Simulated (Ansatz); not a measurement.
Relaxed bulk SiC:

```yaml
crystal:
  lattice:
    - [3.07520, 0.00000, 0.00000]
    - [-1.53760, 2.66320, 0.00000]
    - [0.00000, 0.00000, 5.04817]
  atoms:
    - { symbol: Si, position: [0.33333, 0.66667, 0.00460] }
    - { symbol: Si, position: [0.66667, 0.33333, 0.50460] }
    - { symbol: C, position: [0.33333, 0.66667, 0.38040] }
    - { symbol: C, position: [0.66667, 0.33333, 0.88040] }
```

Miller indices refer to the conventional cell of P6_3mc (No. 186), a = 3.075 Å, b = 3.075 Å, c = 5.048 Å, α = 90.00°, β = 90.00°, γ = 120.00°. The bulk's gap is 2.65 eV.

The (111) slab of 15 planes, 10.5 Å thick with 15 Å of vacuum as cut; outer planes SiC (top) and SiC (bottom).

Level of theory: DFT r2SCAN, scalar-relativistic, plane waves, PAW in Ansatz 0.2.0. Cutoff 500 eV; k points 6×5×1 on the computed 30-atom cell (Γ-centred); Gaussian smearing, width 0.05 eV; no spin polarisation. A dipole correction removes the field between periodic images along c.

This cut of an insulator is polar or leaves open shells, so the slab is metallic here; real surfaces compensate by reconstruction or adsorbates.

Results for the relaxed slab:

```json
{
  "Surface energy (mean of both faces)": "3.99 J/m²",
  "Gap of the slab on the mesh": "none (metal or semimetal)",
  "Work function": "5.32 eV (top), 5.22 eV (bottom)",
  "Dipole of the slab along +c, per cell": "-0.02 e·Å"
}
```

Relaxation lowers the energy by 0.609 J/m² a face; the largest move is 0.872 Å.

| plane (bottom to top) | atoms | spacing to next, bulk (Å) | relaxed (Å) | change (%) | rumpling (Å) |
| --- | --- | --- | --- | --- | --- |
| 1 | SiC | 0.735 | 0.647 | -12.0 | 0.207 |
| 2 | SiC | 0.735 | 0.579 | -21.2 | 0.129 |
| 3 | SiC | 0.735 | 0.923 | +25.4 | 0.290 |
| 4 | SiC | 0.735 | 0.617 | -16.1 | 0.099 |
| 5 | SiC | 0.735 | 0.802 | +9.1 | 0.166 |
| 6 | SiC | 0.735 | 0.691 | -6.1 | 0.226 |
| 7 | SiC | 0.735 | 0.776 | +5.5 | 0.194 |
| 8 | SiC | 0.735 | 0.699 | -5.0 | 0.155 |
| 9 | SiC | 0.735 | 0.766 | +4.2 | 0.200 |
| 10 | SiC | 0.735 | 0.696 | -5.4 | 0.199 |
| 11 | SiC | 0.735 | 0.795 | +8.0 | 0.171 |
| 12 | SiC | 0.735 | 0.715 | -2.7 | 0.222 |
| 13 | SiC | 0.735 | 0.653 | -11.3 | 0.222 |
| 14 | SiC | 0.735 | 0.644 | -12.4 | 0.255 |
| 15 | SiC |  |  |  | 0.052 |